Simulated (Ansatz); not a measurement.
All numbers below come from DFT PBE, scalar-relativistic, plane waves, PAW in Ansatz 0.2.0. All cells share a 420 eV cutoff and Γ-centred k meshes spaced at most about 0.3 Å⁻¹ (about 0.25 or finer for metals, 2π included). No spin polarisation.

All energies are static (0 K, no zero-point motion).

Compare these two cells of Al4Cu, each relaxed at this level.

A.

```xyz
5
Lattice="-1.4166 1.4166 9.5563 1.4166 -1.4166 9.5563 1.4166 1.4166 -9.5563" Properties=species:S:1:pos:R:3 pbc="T T T"
Al    0.0000    0.0000   11.2389
Al    0.0000    0.0000    3.7475
Al    0.0000    0.0000   15.3651
Al    0.0000    0.0000    7.8737
Cu    0.0000    0.0000    0.0000
```

B.

```xyz
10
Lattice="2.8362 0.0000 0.0000 -1.4181 2.4562 0.0000 0.0000 0.0000 22.2321" Properties=species:S:1:pos:R:3 pbc="T T T"
Al    0.0000    1.6375   18.7102
Al    0.0000    1.6375    1.1830
Al    0.0000    1.6375    9.9330
Al    0.0000    1.6375   14.6379
Al    1.4181    0.8187   21.0491
Al    1.4181    0.8187    3.5218
Al    1.4181    0.8187    7.5942
Al    1.4181    0.8187   12.2990
Cu    0.0000    1.6375    5.5580
Cu    1.4181    0.8187   16.6741
```

Question: Which is lower in energy, and by how much?

Answer: A is lower, by 60 meV/atom. A has Al and Cu ordered on fcc sites, space group I4/mmm (No. 139), 15.3 Å³/atom and no gap on its mesh; B has Al and Cu ordered on hcp sites, space group P6_3/mmc (No. 194), 15.5 Å³/atom and no gap. Counting all near atoms (those within 1.25 times the shortest distance at each site), A and B both have Al 12, Cu 12. Both come from invented guesses. Shaken at random and relaxed again, A came back.

Cells without such a test can be saddle points.
